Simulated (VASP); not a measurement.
Set up this calculation in VASP 6.6.1, as the native input.

- Task: single point
- Functional: PBE
- Potentials or basis: VASP PAW PBE potentials, release 64 (Sr_sv, O)
- Cutoff: 520 eV
- k mesh: 6 × 6 × 6
- Occupations: methfessel-paxton, width 0.2 eV
- Spin: no spin polarisation
- Dipole correction: no
- Further INCAR settings: ALGO = Normal; EDIFF = 1e-06; NBANDS = 15

The structure of SrO lies in POSCAR:

```
SrO
1.0
    3.1028650671      0.0000000000      0.0000000000
    0.0000000000      3.1028650671      0.0000000000
    0.0000000000      0.0000000000      3.1028650671
Sr O
1 1
Direct
    0.0000000000      0.0000000000      0.0000000000
    0.5000000000      0.5000000000      0.5000000000
```

The cell was built by a generator and needn't be a form met in nature.

One way to write it, as run:

INCAR

```
  PREC = Accurate
  ENCUT = 520
  EDIFF = 1E-6
  ISMEAR = 1
  SIGMA = 0.2
  LREAL = F
  LASPH = T
  NELM = 80
  ALGO = Normal
  ISIF = 2
  LWAVE = F
  LCHARG = T
  GGA = PE
  LELF = T
  LVHAR = T
  NBANDS = 15
```

KPOINTS

```
regular mesh
0
Gamma
  6 6 6
```

Potentials or basis: VASP PAW PBE potentials, release 64 (Sr_sv, O).

Run with:

```console
$ cat potpaw_PBE.64/Sr_sv/POTCAR potpaw_PBE.64/O/POTCAR > POTCAR
$ mpirun -np 1 vasp_std > vasp.out
```

It gave:

| Item | Value |
| --- | --- |
| Pressure | 3.6 GPa |
| Band gap on the k mesh | 2.75 eV, indirect (least direct gap 2.81 eV) |

Run time: 4.8 s on 1 thread of Intel(R) Xeon(R) Platinum 8488C (Sapphire Rapids) (shared host), peak memory 0.14 GiB.
